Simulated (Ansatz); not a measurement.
Runs of Ansatz 0.2.0 on Mg. The structure is hexagonal, space group P6_3/mmc (No. 194). Conventional cell: a = 3.177 Å, b = 3.177 Å, c = 10.319 Å, α = 90.00°, β = 90.00°, γ = 120.00°. Mg (site symmetry -6m2) has 12 Mg at 3.17 to 3.18 Å as nearest neighbours. Mg (site symmetry -3m) is surrounded by 12 Mg at 3.17 to 3.18 Å. 

```csv
task,level,cell,k mesh,points for each segment of the path,atoms under strain,gap on the mesh (eV),pressure (GPa),relaxed volume (Å³/atom)
band structure,LDA,as given,10 × 10 × 3,14,-,none,-1.3,-
relaxation of cell and atoms,PBEsol,relaxed,10 × 10 × 3,-,-,-,0.0,22.66
relaxation of cell and atoms,LDA,relaxed,10 × 10 × 3,-,-,-,0.0,(b)
elastic constants,LDA,as given,7 × 7 × 3,-,relaxed,none,-1.4,-
band structure,PBEsol,as given,10 × 10 × 3,14,-,none,(a),-
```

Alike in all rows: potentials or basis Ansatz PAW; no spin polarisation; cutoff (eV) 420; smearing fermi-dirac 0.05 eV.

Estimate the missing entries.

(a) 0.2; (b) 21.75.

Caveats: the PAW data sets come from PBE, with cores solved anew for the run's functional, which leaves a small shift of forces and pressure; the plane-wave basis is chosen anew once the cell has moved, so the energies of steps on either side of that aren't comparable (some runs); elastic constants of metals need much finer meshes, so these are rough (some runs).

A gap of «none» marks a metal or a gap under the smearing width.

Runs at the PBE level aren't shown here.
